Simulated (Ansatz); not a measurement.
## CaO under compression and expansion

```yaml
crystal:
  lattice:
    - [0.00000, 2.44900, 2.44900]
    - [2.44900, 0.00000, 2.44900]
    - [2.44900, 2.44900, 0.00000]
  atoms:
    - { symbol: Ca, position: [0.00000, 0.00000, 0.00000] }
    - { symbol: O, position: [0.50000, 0.50000, 0.50000] }
```

Conventional cell: a = 4.898 Å, b = 4.898 Å, c = 4.898 Å, α = 90.00°, β = 90.00°, γ = 90.00°. Ca (atom 1) is surrounded by 6 O at 2.45 Å. O (atom 2) has 6 Ca at 2.45 Å as nearest neighbours.

The cell comes from COD entry 9006719, which wasn't checked; take it as a given geometry. It was measured hot, at 1427 K.

Levels of theory: DFT, PBE, all-electron LAPW, scalar-relativistic (Ansatz 0.2.0); DFT, PBE, PAW with Ansatz's default frozen-core files, scalar-relativistic (Ansatz 0.2.0).

For LAPW: a Γ-centred 9×9×9 k mesh, Fermi–Dirac smearing of 0.03 eV, basis error target 0.25 meV/atom, no spin polarisation. PAW takes a cutoff of 420 eV at this cell. The Ansatz runs share mesh, smearing and spin set-up. Plane-wave (PAW) pressures include the program's estimate of the Pulay term.

The cell above is scaled evenly, with fractional coordinates and shape held.

| V/V(cell) | V (Å³/atom) | P, LAPW (GPa) | P, PAW (GPa) | gap on the k mesh, LAPW (eV) | free energy over the lowest listed, PAW (meV/atom) |
| --- | --- | --- | --- | --- | --- |
| 0.9500 | 13.954 | 1.06 | 1.06 | 3.71 | 0.0 |
| 0.9750 | 14.321 | -1.64 | -1.64 | 3.71 | 0.8 |
| 1.0000 | 14.688 | -3.99 | -3.99 | 3.71 | 7.3 |
| 1.0250 | 15.055 | -6.03 | -6.04 | 3.71 | 18.8 |
| 1.0500 | 15.423 | -7.81 | -7.82 | 3.70 | 34.8 |

What do Birch–Murnaghan fits to the pressures give?

LAPW: V0 = 14.09 Å³/atom, B0 = 105 GPa, B0′ = 4.4; PAW: V0 = 14.09 Å³/atom, B0 = 105 GPa, B0′ = 4.4.

PAW's V0 lies 0.00 % from the all-electron value and its B0 0.2 %. Symmetry fixes shape and coordinates here, so this is the relaxed modulus.
